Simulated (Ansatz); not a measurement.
The cell is COD entry 1100027, as deposited and not checked against the literature; nothing was relaxed. It is an old determination, and later ones may differ.

An input for SrO and the output that it gave: DFT, PBEsol, all-electron LAPW, scalar-relativistic (Ansatz 0.2.0).

Command: `ansatz run input.yaml --threads 1 --pin off --max-ram 3072MiB --backend cpu --events-out ev --progress --plain --runs-dir out` The run took 7.4 s on 1 thread of Intel(R) Xeon(R) Platinum 8488C (Sapphire Rapids), on a shared host, peak memory 0.3 GiB.

```yaml
crystal:
  lattice:
    - [0.0, 2.5698, 2.5698]
    - [2.5698, 0.0, 2.5698]
    - [2.5698, 2.5698, 0.0]
  atoms:
    - { symbol: Sr, position: [0.0, 0.0, 0.0] }
    - { symbol: O, position: [0.5, 0.5, 0.5] }
kpoints:
  mp_grid: { grid: [8, 8, 8] }
  band_path:
    path:
      - [0.0, 0.0, 0.0]
      - [0.5, 0.0, 0.5]
      - [0.625, 0.25, 0.625]
      - [0.375, 0.375, 0.75]
      - [0.0, 0.0, 0.0]
      - [0.5, 0.5, 0.5]
      - [0.5, 0.25, 0.75]
      - [0.5, 0.0, 0.5]
    npoints: 14
scf:
  occupations: { method: fermi_dirac, width: 0.03 }
hamiltonian:
  xc: pbesol
  pseudopotentials: { kind: all_electron, lapw: { basis_error: 0.0005 } }
output:
  forces: true
  stress: true
  eigenvalues: true
  populations: true
  dos: { projected: true, de: 0.2, e_range: [-14, 8] }
```

Output:

```
Sr: projections on atomic orbitals take those of the free atom 1s2 2s2 2p6 3s2 3p6 3d10 4s2 4p6 5s2, of charge +0.00 (hamiltonian.pseudopotentials.projection_atoms)
O: projections on atomic orbitals take those of the free atom 1s2 2s2 2p4, of charge +0.00 (hamiltonian.pseudopotentials.projection_atoms)
LAPW: plane waves up to 7.843 Å⁻¹, error target 5.0e-4 eV per atom; small_component_spin mean_spin; O in spheres of 1.245 Å, 6 of its electrons in bands, Dirac shells []; Sr in spheres of 1.325 Å, 28 of its electrons in bands, Dirac shells []
Engine: ansatz 0.2.0
Pseudopotentials: kind: all_electron
Pseudopotential: Sr, LAPW, valence charge 28, Koelling and Harmon's equation, gaussian nucleus
Pseudopotential: O, LAPW, valence charge 6, Koelling and Harmon's equation, gaussian nucleus
Functional definition: PBEsol
  exchange = pbesol_x
  correlation = pbesol_c
Crystal: 2 atoms, lattice volume = 33.941 Å³
Basis set: ecut = 234.3351333609299 eV, 283 PW (Γ), exchange–correlation at level 2
Bands: 21, of which v1, the nominal top of the filled ones, is band 17 counted from 1 (16 counted from 0)
Symmetry: 48 space group operations
Space group: Fm-3m (ITA 225), of the structure as read, at distance tolerance 3.2e-5 Å
k-points: 29 of 512
Non-local potential: Sr, projectors of the file, none
Non-local potential: O, projectors of the file, none
Initial density: superposition of atomic densities (chi_scale 0.1, normalization cell, long waves kept (reshape's long-wave potential 0.00 eV rms))
Initial wavefunctions: plane waves of lowest kinetic energy (no species holds an atomic orbital)
Functional: x = pbesol(κ = 0.804, μ = 0.12345679012345678), c = pbesol(β = 0.046)
iter 1 solved again at ethr=7.37e-3 eV; its pass at ethr=1.00e-1 eV (dr2=2.51e0 eV) is discarded
SCF iter   1: F=—  HF=-88513.950281 eV  |F-HF|=—  |Δ(HF+E_count)|=         —  Δρ=6.94e-2  dr2=2.50e0  ethr=7.37e-3  ⟨swp⟩=2.0  Hψ=3777  notcnv=0
preconditioner: auto → none  [insulator: Δε(μ)=6.204 eV  Ē_g=17.206 eV  σ=0.030 eV  W_gap=1.00  n_scr=14 (ndim 8)  ℏωp=23.8 eV  f_vac=0.000  D(μ)=0.00/eV (n_scr^D=0)  ε∞_Penn≈2.9]
SCF iter   2: F=—  HF=-88513.360351 eV  |F-HF|=—  |Δ(HF+E_count)|=   5.90e-1  Δρ=3.85e-2  dr2=7.15e-1  ethr=7.36e-3  ⟨swp⟩=3.0  Hψ=1954  notcnv=0
SCF iter   3: F=—  HF=-88512.004530 eV  |F-HF|=—  |Δ(HF+E_count)|=    1.36e0  Δρ=1.82e-2  dr2=1.73e-1  ethr=2.10e-3  ⟨swp⟩=3.0  Hψ=1908  notcnv=0
SCF iter   4: F=—  HF=-88512.039721 eV  |F-HF|=—  |Δ(HF+E_count)|=         —  Δρ=1.57e-2  dr2=1.34e-1  ethr=5.09e-4  ⟨swp⟩=3.0  Hψ=2040  notcnv=0
the basis was enlarged: its passes take 82.8 KiB over the memory plan, 1 of 1 planned eigensolver slots
SCF iter   5: F=—  HF=-88511.975429 eV  |F-HF|=—  |Δ(HF+E_count)|=   6.43e-2  Δρ=5.19e-3  dr2=1.46e-2  ethr=3.93e-4  ⟨swp⟩=2.0  Hψ=1747  notcnv=0
iter 6 solved again at ethr=1.37e-7 eV; its pass at ethr=4.30e-5 eV (dr2=4.65e-5 eV) is discarded
SCF iter   6: F=—  HF=-88511.967488 eV  |F-HF|=—  |Δ(HF+E_count)|=   7.94e-3  Δρ=2.89e-4  dr2=4.66e-5  ethr=1.37e-7  ⟨swp⟩=2.7  Hψ=3127  notcnv=0
SCF iter   7: F=—  HF=-88511.967439 eV  |F-HF|=—  |Δ(HF+E_count)|=   4.90e-5  Δρ=7.75e-5  dr2=3.25e-6  ethr=1.37e-7  ⟨swp⟩=2.0  Hψ=1740  notcnv=0
SCF iter   8: F=-88511.967452 eV  HF=-88511.967452 eV  |F-HF|=3.02e-8  |Δ(HF+E_count)|=   1.35e-5  Δρ=6.61e-6  dr2=2.15e-8  ethr=9.57e-9  ⟨swp⟩=2.0  Hψ=1740  notcnv=0
SCF 1 converged in 8 iterations: F = -88511.967452 eV  dr2 = 2.15e-8
NSCF: frozen V_eff on 99 k-points
SCF converged after 8 iterations
Free energy (F): -88511.967452 eV
Harris-Foulkes:  -88511.967452 eV  (|F-HF|=3.02e-8)
Internal energy: -88511.967452 eV  (E = F + TS)
E sigma→0 (E₀):  -88511.967452 eV
Fermi energy:    10.858676 eV
--- Per-component energies (eV) ---
  E_band       = -3186.316649
  E_kinetic    = 91064.642632
  E_xc         = -3038.477594
  E_electrostatic = -176538.132490  (all electrons and nuclei)
  E_smearing   = -0.000000  (= −TS)
  E_closure    = 0.000000  (closes the sum)
  E_atoms      = -88499.320332  (free atoms, spherical and without spin; not in F)
  Σ components = -88511.967452   (vs F -88511.967452, Δ=0.00e0)
  Basis errors (estimates in eV, not in F): energy 2.3e-4 per atom: plane waves 2.1e-4 (1.1e-4 summed), levels above the bands 1.3e-100, relativity 7.3e-9, radial functions 2.0e-5, core shells 2.6e-8; eigenvalues (radial functions only) 5.9e-6; not estimated: angular momenta, meshes, grids; target (lapw.basis_error) 5.0e-4; muffin-tin radii O 1.245 Å, Sr 1.325 Å
--- Forces (eV/Å), atoms counted from 1 ---
  atom   1  Sr    -0.00000000    -0.00000000     0.00000000
  atom   2  O      0.00000000    -0.00000000    -0.00000000
  max |Σ_I F_I| component: 3.94e-31 eV/Å
--- Stress (GPa, compression-positive) ---
       -0.918801      -0.000000      -0.000000
       -0.000000      -0.918801       0.000000
       -0.000000       0.000000      -0.918801
  P = ⅓ Tr σ = -0.9188 GPa (-9.188 kbar)
--- Band table (eV; the first three rows and the last of 29) ---
  k-point 0: bands = ["-314.8310", "-237.4324", "-237.4324", "-237.4324", "-109.6338", "-109.6338", "-109.6338", "-109.6292", "-109.6292", "-22.9108", "-5.7213", "-4.5622", "-4.5622", "-4.5622", "9.2497", "9.2497", "9.2497", "13.1100", "15.4625", "15.4625", "15.4625"]
  k-point 1: bands = ["-314.8310", "-237.4324", "-237.4324", "-237.4324", "-109.6338", "-109.6338", "-109.6338", "-109.6292", "-109.6292", "-22.8902", "-6.0792", "-4.5748", "-4.5748", "-4.2555", "8.7859", "9.0543", "9.0543", "13.8199", "15.2868", "15.7690", "15.7690"]
  k-point 2: bands = ["-314.8310", "-237.4324", "-237.4324", "-237.4324", "-109.6338", "-109.6338", "-109.6338", "-109.6292", "-109.6292", "-22.8400", "-6.6514", "-4.6048", "-4.6048", "-3.8076", "7.9504", "8.6325", "8.6325", "15.1884", "15.3722", "16.6052", "16.6052"]
  k-point 28: bands = ["-314.8310", "-237.4324", "-237.4324", "-237.4324", "-109.6338", "-109.6338", "-109.6338", "-109.6292", "-109.6292", "-22.7245", "-6.3845", "-5.2611", "-5.2611", "-3.9975", "8.1225", "8.8293", "8.8293", "15.2154", "15.2154", "17.9112", "20.4934"]
--- Löwdin populations: 2 sites ---
  site symbol       q [e]
     0     Sr     36.3610
     1      O      9.3287
  spilling = 0.006744 (of n_electrons = 46.000000)
```
